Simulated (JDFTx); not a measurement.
## FeO (Wuestite) under changes of volume

One of the cells (10.013 Å³/atom); the others are scaled copies at fixed shape and fractional positions:

```
CELL_PARAMETERS angstrom
0.00000 2.15540 2.15540
2.15540 0.00000 2.15540
2.15540 2.15540 0.00000
ATOMIC_POSITIONS crystal
Fe 0.00000 0.00000 0.00000
O 0.50000 0.50000 0.50000
```

| Property | Result |
| --- | --- |
| Program | JDFTx 1.7.0 (patched build) |
| Functional | LDA |
| Potentials or basis | PseudoDojo-SR-LDA-0.4.1-standard with smoothed tails |
| Cutoff | 1225 eV |
| Density cutoff | 9796 eV |
| k mesh | 11 × 11 × 11 |
| Occupations | fermi-dirac, width 0.05 eV |
| Spin | collinear spin, ferromagnetic start |
| Starting moments | [3.0, 0.0] μB |

| volume (Å³/atom) | energy over the lowest point (meV/atom) | pressure (GPa) |
| --- | --- | --- |
| 9.413 | 0.00 | -5.1 |
| 9.613 | 8.91 | -9.3 |
| 9.813 | 22.81 | -13.0 |
| 10.013 | 41.11 | -16.3 |
| 10.214 | 63.29 | -19.2 |
| 10.414 | 88.89 | -21.8 |
| 10.614 | ? | ? |

Problem. What does the run at 10.614 Å³/atom give?

Solution. Energy over the lowest point 117.55 meV/atom; pressure -24.0 GPa.

Worked out: A Birch-Murnaghan fit of order 3 (a polynomial in V^(-2/3)) to the other rows has its minimum at 9.20 Å³/atom, just outside them, with B0 = V·E''(V) = 235 GPa and B' = 4.7. It gives 117.44 meV/atom at 10.614 Å³/atom, against the run's 117.55, and -dE/dV = -24.0 GPa, against -24.0.

Energies are extrapolated to zero smearing.

Caveats: a cell with one magnetic atom can't hold antiferromagnetic order, which such compounds often take.
